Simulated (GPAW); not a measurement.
Input of a GPAW 26.7.0 run:

run.py

```python
from ase import Atoms
from ase.eos import EquationOfState
from ase.io import Trajectory
from ase.units import GPa
from gpaw import GPAW, PW

atoms = Atoms(['Zr', 'O', 'O'],
              cell=[[0.0, 2.5450727058, 2.5450727058],
                    [2.5450727058, 0.0, 2.5450727058],
                    [2.5450727058, 2.5450727058, 0.0]],
              scaled_positions=[[0.0, 0.0, 0.0],
                                [0.75, 0.75, 0.75],
                                [0.25, 0.25, 0.25]],
              pbc=True)

traj = Trajectory('eos.traj', 'w')
volumes, energies = [], []
for x in [0.94, 0.96, 0.98, 1.0, 1.02, 1.04, 1.06]:
    a = atoms.copy()
    a.set_cell(atoms.cell * x**(1 / 3), scale_atoms=True)
    calc = GPAW(mode=PW(800),
                xc='LDA',
                kpts={'size': (9, 9, 9), 'gamma': True},
                occupations={'name': 'fermi-dirac', 'width': 0.05},
                nbands=24,
                convergence={'density': 1e-05, 'energy': 1e-05},
                maxiter=150,
                txt=f'eos-{x:.2f}.txt')
    a.calc = calc
    energies.append(a.get_potential_energy(force_consistent=True))
    volumes.append(a.get_volume())
    p = -a.get_stress()[:3].mean() / GPa
    calc.write(f'eos-{x:.2f}.gpw')
    traj.write(a)
    print(f'{x:.2f} {volumes[-1]:10.4f} A^3 {energies[-1]:14.6f} eV {p:9.3f} GPa', flush=True)

v0, e0, B = EquationOfState(volumes, energies, eos='birchmurnaghan').fit()
print(f'V0 = {v0:.4f} A^3, E0 = {e0:.6f} eV, B0 = {B / GPa:.2f} GPa')
```

Potentials or basis: the program's PAW data sets (release 1.2.1) made for this functional, pw.

Launch:

```console
$ OMP_NUM_THREADS=1 python run.py
```

**Question.** What does it give for the pressure derivative of the bulk modulus?

**Answer.** 4.3.

**Question.** Estimate the equilibrium volume.

**Answer.** 10.47 Å³/atom.

**Question.** Predict the bulk modulus.

**Answer.** 272 GPa.

Energy against volume, from the lowest point:
```tsv
volume (Å³/atom)	energy (meV/atom)
10.331	0.99
10.551	0.00
10.770	6.48
10.990	19.70
11.210	38.97
11.430	63.63
11.650	93.09
```
